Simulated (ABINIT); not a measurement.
A run of ABINIT 10.8.3 (patched build):

Contents of run.abi:

```
pp_dirpath "./"
pseudos "V.GGA_PBE-JTH.xml"

acell 3*1.0
rprim
    -2.8617067568     2.8617067568     2.8617067568
     2.8617067568    -2.8617067568     2.8617067568
     2.8617067568     2.8617067568    -2.8617067568
ntypat 1
znucl 23
natom 1
typat 1
xred
     0.0000000000     0.0000000000     0.0000000000
chkprim 0
chksymtnons 0
tolsym 1.0e-6

ecut 15.0
pawecutdg 30.0
pawxcdev 0

kptopt 1
ngkpt 12 12 12
nshiftk 1
shiftk 0.0 0.0 0.0

ixc 11

nband 11
occopt 3
tsmear 0.05 eV

nsppol 2
spinat
     0.0000000000     0.0000000000     2.0000000000

nstep 100
tolvrs 1.0e-9

iomode 3
prtwf 0
prtden 0
prteig 0
prtebands 0

ionmov 2
ntime 60
tolmxf 0.0005
optcell 2
dilatmx 1.08
ecutsm 0.5
strtarget 3*-6.797862e-04 3*0.0
```

Potentials or basis: JTH PAW PBE v2.0.

Run with:

```sh
$ abinit run.abi > log 2>&1
```

Hardware: 1 thread of Arm Neoverse V2 (shared host).

Q: How long does it take, and how much memory?

A: It took 48 s on 1 thread of Arm Neoverse V2, on a shared host, peak memory 0.12 GiB. Counts: scf iterations 44, mpi ranks 1, k points 72, bands 11, plane waves 339, ion steps 4.
